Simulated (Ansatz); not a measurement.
## Cd: pressure and energy less free atoms against volume scale

Periodic Kohn-Sham DFT of a crystal at fixed atoms, scaled to volume_scale times the given cell; pressure positive in compression, energy less spherical unpolarised free atoms, largest_vzz the field gradient of largest size among the nuclei. The results are calculated, by Ansatz 0.2.0.

The cell before it is scaled or strained (space group P6_3/mmc, No. 194):
```
CELL_PARAMETERS angstrom
2.95850 0.00000 0.00000
-1.47920 2.56210 0.00000
0.00000 0.00000 5.88590
ATOMIC_POSITIONS crystal
Cd 0.33333 0.66667 0.25000
Cd 0.66667 0.33333 0.75000
```

Settings of every row: method all-electron LAPW; functional PBEsol; relativity scalar; k mesh 14x14x6; filling fermi-dirac; smearing width 0.03 eV; basis error target 0.25 meV/atom; nucleus gaussian.

Atom start moment: 0 on all atoms.

```
row  volume scale  V (Å³/atom)  pressure (GPa)  energy less free atoms (eV/atom)
  1        0.9405        20.98               ?                                 ?
  2          0.97       21.638          -0.605                           -1.1858
  3             1       22.308          -2.208                           -1.1798
  4          1.03       22.977          -3.482                           -1.1678
  5          1.06       23.646          -4.463                           -1.1511
```

Question: what pressure and energy less free atoms should row 1 give?

Worked fit of pressure. Take u = (V_r/V)^(2/3) − 1 with V_r = 22.642 Å³ an atom, which is twice the finite (Eulerian) strain; such expansions in the strain, on which the Birch-Murnaghan equation of state is built, carry the rest volume and the bulk modulus. The shown rows have u = 0.0307, 0.00996, -0.00974, -0.02851. Least squares give pressure = −2.8828 + 64.477 × u + 316.97 × u² GPa; a straight line predicts inner rows, each left out in turn, worse (root mean square 0.18 against 0.0027 GPa). The rows lie off it by 0.000, 0.001, -0.001, 0.000. The withheld row has u = 0.05214, so the fit gives −2.8828 + 64.477 × (0.05214) + 316.97 × (0.05214)² = 1.341 GPa.

The calculation gave 1.333 GPa. The fit lies 0.008 GPa (0.14 % of the column's range) above it; its largest miss of a shown row is 0.001 GPa. This row lies beyond the range of the fit.

Worked fit of energy less free atoms. Take u = (V_r/V)^(2/3) − 1 with V_r = 22.642 Å³ an atom, which is twice the finite (Eulerian) strain; such expansions in the strain, on which the Birch-Murnaghan equation of state is built, carry the rest volume and the bulk modulus. The shown rows have u = 0.0307, 0.00996, -0.00974, -0.02851. Least squares give energy less free atoms = −1.17447 − 0.6035 × u + 7.62 × u² eV/atom; a straight line predicts inner rows, each left out in turn, worse (root mean square 0.0042 against 0.00016 eV/atom). The rows lie off it by 0.0000, -0.0001, 0.0001, 0.0000. The withheld row has u = 0.05214, so the fit gives −1.17447 − 0.6035 × (0.05214) + 7.62 × (0.05214)² = -1.1852 eV/atom.

The calculation gave -1.1844 eV/atom. The fit lies 0.0008 eV/atom (2.3 % of the column's range) below it; its largest miss of a shown row is 0.0001 eV/atom. This row lies beyond the range of the fit.
